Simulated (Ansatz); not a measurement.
# Transmission past a defect: Ta wire along [111], 3 atoms a period, Al in place of one Ta, part 2 of 3

Wanted: the relaxed defect and the transmission past it, beside the channels of the perfect wire.

Ansatz 0.2.0; DFT PBE, plane waves, PAW; relaxation of a wire's period (the session's first sound run).

So far. Step 2 (Relaxing the period): The cell's length comes to 2.693 Å with spin left out.

## (3) The wire at its relaxed period

This step: DFT PBE, plane waves, PAW; channels and complex bands of a perfect wire (Ansatz 0.2.0).

At the relaxed period the Bloch states of the perfect wire are found at each energy: those that move forward count the open channels, and those that decay describe how a disturbance dies away inside the wire itself. An energy step of 0.035 eV is under the 0.039 eV that the program asks for its thermal average at 300 K.

The input, input.yaml:

```yaml
crystal:
  lattice:
    - [9.148, 0.0, 0.0]
    - [0.0, 9.511, 0.0]
    - [0.0, 0.0, 2.6925944663]
  atoms:
    - { symbol: Ta, position: [0.380367183, 0.371990335, 0.000880027] }
    - { symbol: Ta, position: [0.380367183, 0.627985341, 0.332453306] }
    - { symbol: Ta, position: [0.610887247, 0.499987838, 0.666666667] }
kpoints:
  mp_grid: { grid: [1, 1, 30] }
scf:
  occupations: { method: fermi_dirac, width: 0.05 }
hamiltonian:
  xc: pbe
output:
  transmission:
    e_range: [-1.26, 1.26]
    de: 0.035
    kmesh: [1, 1]
    reduced_basis: true
    leads: [[0, 0]]
basis:
  ecutwfc: "350 eV"
```

On the command line:

```sh
ansatz run input.yaml --threads 4 --pin off --max-ram 16384MiB --backend cpu --events-out ev --progress --plain --runs-dir out
```

Numbers of over 12 decimals in the logs are rounded to 6 here.

The log of the run:

```text
Warning: basis.ecutwfc = 350 eV is below the records' recommended 420 eV, and the density's cutoff is lower with it unless basis.ecutrho_ratio is high enough to keep the records' density cutoff: compare with a run at a higher cutoff
[...]
Crystal: 3 atoms, lattice volume = 234.274 Å³
Basis set: ecut = 350 eV, 3479 PW (Γ)
Bands: 24, of which v1, the nominal top of the filled ones, is band 20 counted from 1 (19 counted from 0)
Symmetry: 2 space group operations
[...]
k-points: 16 of 30
[...]
SCF iter   1: F=—  HF=-29789.258252 eV  |F-HF|=—  |Δ(HF+E_count)|=         —  Δρ=8.45e-3  dr2=3.04e-1  ethr=1.77e-3  ⟨swp⟩=7.2  Hψ=1900  notcnv=0
[...]
SCF iter   8: F=-29789.209344 eV  HF=-29789.209344 eV  |F-HF|=2.25e-8  |Δ(HF+E_count)|=   2.40e-7  Δρ=2.88e-6  dr2=4.56e-8  ethr=2.56e-10  ⟨swp⟩=6.0  Hψ=1184  notcnv=0
SCF 1 converged in 8 iterations: F = -29789.209344 eV  dr2 = 4.56e-8
[...]
transmission: 4 of 24 steps passed
transmission: 8 of 24 steps passed
[...]
transmission: 24 of 24 steps passed
SCF converged after 8 iterations
Free energy (F): -29789.209344 eV
[...]
Internal energy: -29789.156870 eV  (E = F + TS)
E sigma→0 (E₀):  -29789.183107 eV
Entropy (-TS):   -0.052474 eV (-17.491 meV/atom)
Fermi energy:    1.625312 eV
[...]
--- Band table (eV; the first three rows and the last of 16) ---
  k-point 0: bands = [... 16 lower, 0.6143, 0.6283, 0.8896, 1.6763, 1.6870, 2.0038, 2.2004, 3.0765]
  k-point 1: bands = [... 16 lower, 0.5772, 0.6826, 0.9229, 1.6231, 1.7318, 1.9797, 2.2233, 3.0448]
  k-point 2: bands = [... 16 lower, 0.5433, 0.7629, 1.0219, 1.5599, 1.7353, 1.9623, 2.2723, 2.9448]
  k-point 15: bands = [... 16 lower, -0.0595, 0.3185, 2.7119, 2.7248, 2.7836, 3.2560, 3.2622, 4.7430]
--- Transmission ---
  basis      : 635 plane waves across, 4 finite elements along
  points     : 1, standing for a mesh of 1 x 1
  filling    : by the input's occupations and mesh, since the crystals that have channels conduct as metals do. If one of these is a semiconductor, that mesh has misplaced its level
  energies   : 73 from -1.260000 to 1.260000 eV about the Fermi level, 0.035000 eV apart; the leads are filled to 0.000000 eV, and channels, transmission and decay are at 0.000000 eV
  crystal 0  : Ta3, at the sites [0, 0], period 2.6926 Å: whole cells are its period
    offset         : up to 0.0000 Å between an atom of the period and one for which it stands
    filled         : 1.0 meV over the level at which it is neutral
    channels       : 7.000000e0 a spin
    conductance    : 5.6631e14 S/m² at 300 K; may be off by some 0.1 % by where its bands' edges are placed, 0.2 % from the distance to neutral
```

Elapsed: 57 s, on 4 threads of Arm Neoverse V2, shared host; peak memory 1.1 GiB; 3.4 min of CPU time.

Numbers from this step:

| Quantity | Value |
| --- | --- |
| energy at zero smearing | -29789.1831 eV |
| channels at the energy nearest the Fermi level, one spin | 7 |
| conductance of the lead as this run defines it | 6.359 G₀ |
| band gap | 0 eV |

Open channels of the lead, one spin against energy, zero at the Fermi level:

| energy (eV) | open channels of the lead, one spin |
| --- | --- |
| -1.26 | 2 |
| -1.19 | 2 |
| -1.12 | 2 |
| -1.05 | 2 |
| -0.98 | 2 |
| -0.91 | 2 |
| -0.84 | 2 |
| -0.77 | 2 |
| -0.70 | 3 |
| -0.63 | 3 |
| -0.59 | 3 |
| -0.53 | 3 |
| -0.46 | 5 |
| -0.39 | 5 |
| -0.32 | 5 |
| -0.24 | 3 |
| -0.17 | 5 |
| -0.10 | 7 |
| -0.04 | 7 |
| 0.00 | 7 |
| 0.04 | 5 |
| 0.10 | 5 |
| 0.17 | 3 |
| 0.24 | 3 |
| 0.32 | 3 |
| 0.39 | 4 |
| 0.46 | 6 |
| 0.53 | 6 |
| 0.59 | 7 |
| 0.63 | 7 |
| 0.70 | 7 |
| 0.77 | 7 |
| 0.84 | 5 |
| 0.91 | 7 |
| 0.98 | 7 |
| 1.05 | 7 |
| 1.12 | 7 |
| 1.19 | 6 |
| 1.26 | 6 |

The slowest values at each energy, most degenerate partners merged, listed up to 1.5 1/Å. Im kz of the slowest decaying states against energy, zero at the Fermi level:

| energy (eV) | decay 1 (Å⁻¹) | decay 2 (Å⁻¹) | decay 3 (Å⁻¹) | decay 4 (Å⁻¹) |
| --- | --- | --- | --- | --- |
| -1.190 | 0.107 | 0.116 | 0.250 | 0.272 |
| -1.015 | 0.121 | 0.134 | 0.224 | 0.239 |
| -0.805 | 0.112 | 0.126 | 0.131 | 0.244 |
| -0.595 | 0.0818 | 0.155 | 0.213 | 0.275 |
| -0.385 | 0.162 | 0.177 | 0.263 | 0.389 |
| -0.210 | 0.0991 | 0.227 | 0.248 | 0.408 |
| 0.000 | 0.218 | 0.258 | 0.423 | 0.462 |
| 0.210 | 0.077 | 0.0823 | 0.169 | 0.271 |
| 0.385 | 0.0359 | 0.0738 | 0.0878 | 0.274 |
| 0.595 | 0.126 | 0.279 | 0.436 | 0.495 |
| 0.805 | 0.0141 | 0.141 | 0.311 | 0.436 |
| 1.015 | 0.132 | 0.339 | 0.433 | 0.476 |
| 1.190 | 0.0632 | 0.102 | 0.347 | 0.429 |

By hand: the program gives 5.6631 × 10^14 S/m² over the cell's cross-section of 87.01 Å² = 8.701 × 10^-19 m², so one cell conducts 4.927 × 10^-4 S. Divided by G0 = 2e²/h = 7.748 × 10^-5 S this is 6.36 G0, a resistance of 2.03 kΩ.

At the computed energy nearest the Fermi level there are 7 channels a spin, and the thermal average gives 6.36 G₀.

## (4) Relaxing the junction

This step: DFT PBE, plane waves, PAW; relaxation of a junction in a wire, ends held (Ansatz 0.2.0).

System of this step: Ta wire along [111], 3 atoms a period, Al in place of one Ta. The cell holds 27 atoms: 26 Ta and 1 Al. Its edges and angles: a = 9.148 Å, b = 9.511 Å, c = 24.233 Å, α = 90.0°, β = 90.0°, γ = 90.0°. Regions: held atoms, 18 atoms (18 Ta); free atoms, 9 atoms (8 Ta and 1 Al). Vacuum lies along a and b. The structure's axis is c.

9 atoms at the defect are free to relax, while 18 stay where the perfect wire has them, so that the ends still repeat as a lead. The cutoff is set under the files' recommended one to save time.

The input, input.yaml:

```yaml
crystal:
  lattice:
    - [9.148, 0.0, 0.0]
    - [0.0, 9.511, 0.0]
    - [0.0, 0.0, 24.2333501969]
  atoms:
    - { symbol: Ta, position: [0.380367183, 0.371990335, 9.7781e-05] }
    - { symbol: Ta, position: [0.380367183, 0.627985341, 0.036939256] }
    - { symbol: Ta, position: [0.610887247, 0.499987838, 0.074074074] }
    - { symbol: Ta, position: [0.380367183, 0.371990335, 0.111208892] }
    - { symbol: Ta, position: [0.380367183, 0.627985341, 0.148050367] }
    - { symbol: Ta, position: [0.610887247, 0.499987838, 0.185185185] }
    - { symbol: Ta, position: [0.380367183, 0.371990335, 0.222320003] }
    - { symbol: Ta, position: [0.380367183, 0.627985341, 0.259161478] }
    - { symbol: Ta, position: [0.610887247, 0.499987838, 0.296296296] }
    - { symbol: Ta, position: [0.380367183, 0.371990335, 0.333431114] }
    - { symbol: Ta, position: [0.380367183, 0.627985341, 0.37027259] }
    - { symbol: Ta, position: [0.610887247, 0.499987838, 0.407407407] }
    - { symbol: Ta, position: [0.380367183, 0.371990335, 0.444542225] }
    - { symbol: Al, position: [0.380367183, 0.627985341, 0.481383701], spin: 0.3 }
    - { symbol: Ta, position: [0.610887247, 0.499987838, 0.518518519] }
    - { symbol: Ta, position: [0.380367183, 0.371990335, 0.555653336] }
    - { symbol: Ta, position: [0.380367183, 0.627985341, 0.592494812] }
    - { symbol: Ta, position: [0.610887247, 0.499987838, 0.62962963] }
    - { symbol: Ta, position: [0.380367183, 0.371990335, 0.666764447] }
    - { symbol: Ta, position: [0.380367183, 0.627985341, 0.703605923] }
    - { symbol: Ta, position: [0.610887247, 0.499987838, 0.740740741] }
    - { symbol: Ta, position: [0.380367183, 0.371990335, 0.777875559] }
    - { symbol: Ta, position: [0.380367183, 0.627985341, 0.814717034] }
    - { symbol: Ta, position: [0.610887247, 0.499987838, 0.851851852] }
    - { symbol: Ta, position: [0.380367183, 0.371990335, 0.88898667] }
    - { symbol: Ta, position: [0.380367183, 0.627985341, 0.925828145] }
    - { symbol: Ta, position: [0.610887247, 0.499987838, 0.962962963] }
magnetization:
  spin_polarized: true
kpoints:
  mp_grid: { grid: [1, 1, 2] }
scf:
  occupations: { method: fermi_dirac, width: 0.1 }
hamiltonian:
  xc: pbe
relax:
  constraints:
    - { sites: [0, 1, 2, 3, 4, 5, 6, 7, 8, 18, 19, 20, 21, 22, 23, 24, 25, 26] }
  f_tol: 0.06
  max_steps: 35
basis:
  ecutwfc: "350 eV"
```

The log of the run:

```text
[...]
Crystal: 27 atoms, lattice volume = 2108.462 Å³
Basis set: ecut = 350 eV, 31339 PW (Γ), exchange–correlation on 120×120×300 points (8 copies of the dense FFT grid, shifted against one another)
Bands: 205, of which v1, the nominal top of the filled ones, is band 171 counted from 1 (170 counted from 0)
Symmetry: 1 space group operations
[...]
k-points: 2
[...]
Starting moments: Σ|m| = 0.3 μB on 1 of 27 sites
[...]
SCF iter   1: F=—  HF=-258751.321501 eV  |F-HF|=—  |Δ(HF+E_count)|=         —  Δρ=2.18e-2 (↑2.18e-2 ↓2.18e-2)  dr2=1.81e2  dr2_m=1.56e-3  M=0.101 μB ∫|m|=0.125 μB  β_m=0.30  ethr=3.10e-3  ⟨swp⟩=7.0  Hψ=3493  notcnv=0
[...]
spin=Collinear: LDOS preconditioning applied to the charge; magnetization (m = ρ↑ − ρ↓) channel mixes plain (no charge-response kernel on spin).
SCF iter   2: F=—  HF=-258717.951933 eV  |F-HF|=—  |Δ(HF+E_count)|=    3.34e1  Δρ=1.20e-2 (↑1.20e-2 ↓1.20e-2)  dr2=4.24e1  dr2_m=9.14e-4  M=0.103 μB ∫|m|=0.125 μB  β_m=0.42  ethr=3.10e-3  ⟨swp⟩=5.0  Hψ=2101  notcnv=0
[...]
SCF iter  10: F=-258709.842658 eV  HF=-258709.842659 eV  |F-HF|=1.25e-6  |Δ(HF+E_count)|=   9.18e-6  Δρ=5.77e-6 (↑4.26e-6 ↓5.77e-6)  dr2=4.49e-6  dr2_m=2.30e-7  M=0.008 μB ∫|m|=0.016 μB  ethr=1.40e-8  ⟨swp⟩=4.0  Hψ=1906  notcnv=0
WARN: the starting moments were not kept: the SCF closed with an absolute magnetisation of 1.5e-2 μB, where they sum to 0.3 μB in size (1 site). That is at most 0.1 of that sum. Measured as dr2_m measures the in/out step, that magnetisation stands 3.2e-6 eV from none, at or under the dr2_threshold of 9.0e-5 eV: it is no larger than a step whose dr2_m would equal this threshold. The system may hold no moment; this SCF [...]
SCF 1 converged in 10 iterations: F = -258709.842658 eV  dr2 = 4.49e-6
[...]
relax step   1: F+E_penalty+E_count = -258709.84265805 eV  Δ(F+E_penalty+E_count) = +0.000e0 eV  max|allowed force component| = 8.653e-1 eV/Å  Δτ_max = 0.0000 Å  (10 SCF iters, dr2 threshold 9.00e-5 eV, accepted)
[...]
Starting moments: Σ|m| = 0.3 μB on 1 of 27 sites; this step starts from the density that it was given
[...]
SCF iter   7: F=-258710.023851 eV  HF=-258710.023856 eV  |F-HF|=5.76e-6  |Δ(HF+E_count)|=   2.15e-5  Δρ=6.55e-6 (↑6.55e-6 ↓6.40e-6)  dr2=1.20e-5  dr2_m=3.07e-8  M=0.002 μB ∫|m|=0.005 μB  ethr=1.37e-8  ⟨swp⟩=4.2  Hψ=2391  notcnv=0
the starting moments were not kept: the SCF closed with an absolute magnetisation of 4.7e-3 μB, where they sum to 0.3 μB in size (1 site). That is at most 0.1 of that sum. Measured as dr2_m measures the in/out step, that magnetisation stands 1.9e-7 eV from none, at or under the dr2_threshold of 4.7e-5 eV: it is no larger than a step whose dr2_m would equal this threshold.
SCF 2 converged in 7 iterations: F = -258710.023851 eV  dr2 = 1.20e-5
relax step   2: F+E_penalty+E_count = -258710.02385071 eV  Δ(F+E_penalty+E_count) = -1.812e-1 eV  max|allowed force component| = 4.364e-1 eV/Å  Δτ_max = 0.1955 Å  (7 SCF iters, dr2 threshold 4.68e-5 eV, accepted)
SCF iter   1: F=—  HF=-258710.287605 eV  |F-HF|=—  |Δ(HF+E_count)|=         —  Δρ=2.09e-3 (↑2.08e-3 ↓2.09e-3)  dr2=1.17e0  dr2_m=1.06e-4  M=0.008 μB ∫|m|=0.028 μB  β_m=0.30  ethr=1.85e-3  ⟨swp⟩=6.0  Hψ=1625  notcnv=0
[...]
SCF iter   7: F=-258710.217655 eV  HF=-258710.217657 eV  |F-HF|=1.82e-6  |Δ(HF+E_count)|=   1.11e-5  Δρ=6.05e-6 (↑6.03e-6 ↓6.05e-6)  dr2=7.01e-6  dr2_m=1.66e-8  M=0.001 μB ∫|m|=0.002 μB  ethr=3.49e-9  ⟨swp⟩=3.2  Hψ=2620  notcnv=0
[...]
SCF 3 converged in 7 iterations: F = -258710.217655 eV  dr2 = 7.01e-6
relax step   3: F+E_penalty+E_count = -258710.21765524 eV  Δ(F+E_penalty+E_count) = -1.938e-1 eV  max|allowed force component| = 4.853e-1 eV/Å  Δτ_max = 0.1989 Å  (7 SCF iters, dr2 threshold 1.19e-5 eV, accepted)
[... from here on, the SCF cycles and remarks between the steps are left out ...]
relax step   4: F+E_penalty+E_count = -258710.51369246 eV  Δ(F+E_penalty+E_count) = -2.960e-1 eV  max|allowed force component| = 4.387e-1 eV/Å  Δτ_max = 0.1950 Å  (7 SCF iters, dr2 threshold 5.99e-5 eV, accepted)
relax step   5: F+E_penalty+E_count = -258710.92966023 eV  Δ(F+E_penalty+E_count) = -4.160e-1 eV  max|allowed force component| = 5.074e-1 eV/Å  Δτ_max = 0.1933 Å  (6 SCF iters, dr2 threshold 1.00e-4 eV, accepted)
relax step   6: F+E_penalty+E_count = -258711.35177761 eV  Δ(F+E_penalty+E_count) = -4.221e-1 eV  max|allowed force component| = 4.134e-1 eV/Å  Δτ_max = 0.1947 Å  (6 SCF iters, dr2 threshold 1.00e-4 eV, accepted)
relax step   7: F+E_penalty+E_count = -258711.74094673 eV  Δ(F+E_penalty+E_count) = -3.892e-1 eV  max|allowed force component| = 3.487e-1 eV/Å  Δτ_max = 0.1947 Å  (7 SCF iters, dr2 threshold 1.00e-4 eV, accepted)
relax step   8: F+E_penalty+E_count = -258711.96237008 eV  Δ(F+E_penalty+E_count) = -2.214e-1 eV  max|allowed force component| = 3.092e-1 eV/Å  Δτ_max = 0.1955 Å  (6 SCF iters, dr2 threshold 8.07e-5 eV, accepted)
relax step   9: F+E_penalty+E_count = -258712.11395468 eV  Δ(F+E_penalty+E_count) = -1.516e-1 eV  max|allowed force component| = 1.298e-1 eV/Å  Δτ_max = 0.2000 Å  (7 SCF iters, dr2 threshold 6.80e-5 eV, accepted)
relax step  10: F+E_penalty+E_count = -258712.15314519 eV  Δ(F+E_penalty+E_count) = -3.919e-2 eV  max|allowed force component| = 9.801e-2 eV/Å  Δτ_max = 0.1188 Å  (11 SCF iters, accepted)
relax step  11: F+E_penalty+E_count = -258712.18490709 eV  Δ(F+E_penalty+E_count) = -3.176e-2 eV  max|allowed force component| = 2.453e-1 eV/Å  Δτ_max = 0.1959 Å  (11 SCF iters, accepted)
relax step  12: F+E_penalty+E_count = -258712.20984139 eV  Δ(F+E_penalty+E_count) = -2.493e-2 eV  max|allowed force component| = 3.509e-1 eV/Å  Δτ_max = 0.1830 Å  (7 SCF iters, dr2 threshold 3.43e-5 eV, accepted)
relax step  13: F+E_penalty+E_count = -258712.24386087 eV  Δ(F+E_penalty+E_count) = -3.402e-2 eV  max|allowed force component| = 2.307e-1 eV/Å  Δτ_max = 0.1117 Å  (6 SCF iters, dr2 threshold 1.00e-4 eV, accepted)
relax step  14: F+E_penalty+E_count = -258712.28395189 eV  Δ(F+E_penalty+E_count) = -4.009e-2 eV  max|allowed force component| = 2.039e-1 eV/Å  Δτ_max = 0.1958 Å  (7 SCF iters, dr2 threshold 2.30e-5 eV, accepted)
relax step  15: F+E_penalty+E_count = -258712.32056372 eV  Δ(F+E_penalty+E_count) = -3.661e-2 eV  max|allowed force component| = 1.199e-1 eV/Å  Δτ_max = 0.1924 Å  (8 SCF iters, dr2 threshold 1.80e-5 eV, accepted)
relax step  16: F+E_penalty+E_count = -258712.35635382 eV  Δ(F+E_penalty+E_count) = -3.579e-2 eV  max|allowed force component| = 1.146e-1 eV/Å  Δτ_max = 0.1975 Å  (9 SCF iters, dr2 threshold 4.97e-6 eV, accepted)
relax step  17: F+E_penalty+E_count = -258712.39299494 eV  Δ(F+E_penalty+E_count) = -3.664e-2 eV  max|allowed force component| = 8.415e-2 eV/Å  Δτ_max = 0.1934 Å  (8 SCF iters, dr2 threshold 4.54e-6 eV, accepted)
relax step  18: F+E_penalty+E_count = -258712.42659280 eV  Δ(F+E_penalty+E_count) = -3.360e-2 eV  max|allowed force component| = 9.187e-2 eV/Å  Δτ_max = 0.1961 Å  (8 SCF iters, dr2 threshold 3.82e-6 eV, accepted)
relax step  19: F+E_penalty+E_count = -258712.42171538 eV  Δ(F+E_penalty+E_count) = +4.877e-3 eV  max|allowed force component| = 2.029e-1 eV/Å  Δτ_max = 0.1627 Å  (8 SCF iters, dr2 threshold 4.55e-6 eV, rejected (line search))
relax step  20: F+E_penalty+E_count = -258712.43829008 eV  Δ(F+E_penalty+E_count) = -1.170e-2 eV  max|allowed force component| = 9.055e-2 eV/Å  Δτ_max = 0.0793 Å  (10 SCF iters, accepted)
relax step  21: F+E_penalty+E_count = -258712.44027572 eV  Δ(F+E_penalty+E_count) = -1.986e-3 eV  max|allowed force component| = 4.967e-2 eV/Å  Δτ_max = 0.0508 Å  (7 SCF iters, dr2 threshold 7.97e-6 eV, accepted)
[...]
SCF iter   3: F=-258712.440276 eV  HF=-258712.440276 eV  |F-HF|=8.50e-9  |Δ(HF+E_count)|=   5.49e-8  Δρ=6.37e-7 (↑6.33e-7 ↓6.37e-7)  dr2=1.00e-7  dr2_m=1.63e-10  M=-0.000 μB ∫|m|=0.000 μB  ethr=2.93e-11  ⟨swp⟩=2.0  Hψ=2553  notcnv=0
[...]
SCF 22 converged in 3 iterations: F = -258712.440276 eV  dr2 = 1.00e-7
relax step  22: F+E_penalty+E_count = -258712.44027616 eV  Δ(F+E_penalty+E_count) = -4.487e-7 eV  max|allowed force component| = 4.975e-2 eV/Å  Δτ_max = 0.0000 Å  (3 SCF iters, accepted)
SCF converged after 3 iterations
Magnetization: -0.0001 μB (170.4999 up, 170.5001 down)
Absolute magnetization: 0.0003 μB (∫|ρ↑−ρ↓|, with the PAW one-centre terms)
[...]
Per-site moments (μB) at R_I (Å): [(-2.1507813352093467e-6, 1.069734), (-4.650434760851577e-7, 1.069734), (-2.0906436828034364e-6, 1.070823), (-2.5837717110377415e-8, 1.069734), (-2.8401762246967657e-7, 1.069734), (-3.3063976167359573e-6, 1.070823), (4.817726713128086e-7, 1.069734), (-6.706797017668851e-7, 1.069734), (-5.438230935756172e-6, 1.070823), (3.7712958229999356e-6, 1.056705), (-4.9864891967902045e-6, 1.1013 [...]
Free energy (F): -258712.440276 eV
[...]
Internal energy: -258711.148294 eV  (E = F + TS)
E sigma→0 (E₀):  -258711.794285 eV
Entropy (-TS):   -1.291982 eV (-47.851 meV/atom)
Fermi energy:    1.628059 eV
[...]
--- Forces (eV/Å), atoms counted from 1 ---
  atom   1  Ta    -0.00578593     0.19609601     0.24864360
  atom   2  Ta     0.02984231    -0.05712128     0.23525753
  atom   3  Ta     0.11849950    -0.02227254     0.15366051
  atom   4  Ta    -0.13650854    -0.38488183     0.10250291
  atom   5  Ta    -0.10800081     0.26483490    -0.09590994
  atom   6  Ta     0.09478027    -0.03596088    -0.23169612
  atom   7  Ta     0.10727277     0.21520228     0.50089043
  atom   8  Ta     0.67981982     0.29056985     0.08866941
  atom   9  Ta    -0.93564218    -0.27060976     0.92937714
  atom  10  Ta     0.00178196     0.02461708    -0.04612825
  atom  11  Ta    -0.00753511    -0.03857618    -0.02080126
  atom  12  Ta    -0.04075426    -0.02156126     0.02575422
  atom  13  Ta     0.04974571     0.02368383     0.02561134
  atom  14  Al    -0.01290381    -0.00297816    -0.01741223
  atom  15  Ta    -0.00042879     0.04498525     0.00117298
  atom  16  Ta    -0.00880490     0.03332853     0.03069316
  atom  17  Ta     0.00325003    -0.00532794     0.01027008
  atom  18  Ta     0.00823487    -0.03858567    -0.01488718
  atom  19  Ta     0.57455639     0.37842130    -0.12257090
  atom  20  Ta     0.11856066    -0.86077972    -0.59005496
  atom  21  Ta    -0.65239890     0.24129128    -0.51400747
  atom  22  Ta     0.07035660    -0.09773852     0.21861352
  atom  23  Ta    -0.09622367     0.31691512    -0.07847000
  atom  24  Ta     0.32596364     0.02991325    -0.34172666
  atom  25  Ta    -0.08621671    -0.06953166    -0.15476466
  atom  26  Ta     0.04043488    -0.22776432    -0.16682421
  atom  27  Ta    -0.13210392     0.07379730    -0.17586075
  max |Σ_I F_I| component: 2.08e-4 eV/Å
--- Relaxed structure (22 steps of the walk, 21 accepted, 0 SCFs on fresh bases) ---
  F+E_penalty+E_count = -258712.44027616 eV   max|allowed force component| = 4.975e-2 eV/Å
  atoms:
    - { symbol: Ta, position: [0.380367183, 0.371990, 9.7781e-5] }
    - { symbol: Ta, position: [0.380367183, 0.627985, 0.036939256] }
    - { symbol: Ta, position: [0.610887, 0.499988, 0.074074074] }
    - { symbol: Ta, position: [0.380367183, 0.371990, 0.111209] }
    - { symbol: Ta, position: [0.380367183, 0.627985, 0.148050367] }
    - { symbol: Ta, position: [0.610887, 0.499988, 0.185185185] }
    - { symbol: Ta, position: [0.380367183, 0.371990, 0.222320003] }
    - { symbol: Ta, position: [0.380367183, 0.627985, 0.259161478] }
    - { symbol: Ta, position: [0.610887, 0.499988, 0.296296296] }
    - { symbol: Ta, position: [0.312107, 0.447531, 0.335303] }
    - { symbol: Ta, position: [0.479187, 0.620731, 0.394795] }
    - { symbol: Ta, position: [0.530976, 0.340195, 0.386033] }
    - { symbol: Ta, position: [0.337614, 0.443003, 0.461653] }
    - { symbol: Al, position: [0.442201, 0.713139, 0.508085] }
    - { symbol: Ta, position: [0.609125, 0.486405, 0.485140] }
    - { symbol: Ta, position: [0.466638, 0.324515, 0.555363] }
    - { symbol: Ta, position: [0.294857, 0.536413, 0.576145] }
    - { symbol: Ta, position: [0.554084, 0.563208, 0.608788] }
    - { symbol: Ta, position: [0.380367183, 0.371990, 0.666764447] }
    - { symbol: Ta, position: [0.380367183, 0.627985, 0.703605923] }
    - { symbol: Ta, position: [0.610887, 0.499988, 0.740740741] }
    - { symbol: Ta, position: [0.380367183, 0.371990, 0.777875559] }
    - { symbol: Ta, position: [0.380367183, 0.627985, 0.814717034] }
    - { symbol: Ta, position: [0.610887, 0.499988, 0.851851852] }
    - { symbol: Ta, position: [0.380367183, 0.371990, 0.888987] }
    - { symbol: Ta, position: [0.380367183, 0.627985, 0.925828145] }
    - { symbol: Ta, position: [0.610887, 0.499988, 0.962962963] }
```

It took 9.1 min on 4 threads; peak memory 4.9 GiB; 35 min of CPU time.

(Part 2 of 3 ends here.)

[Logs are printed without paths, hosts, clocks, repeated set-up lines and the standing remarks that a program may print on its own settings, such as how far it seeks lower states.]

[Hosts, paths, dates, database ids (printed as entryN), source tags and the programs' standing remarks are cut or masked in the printed files.]
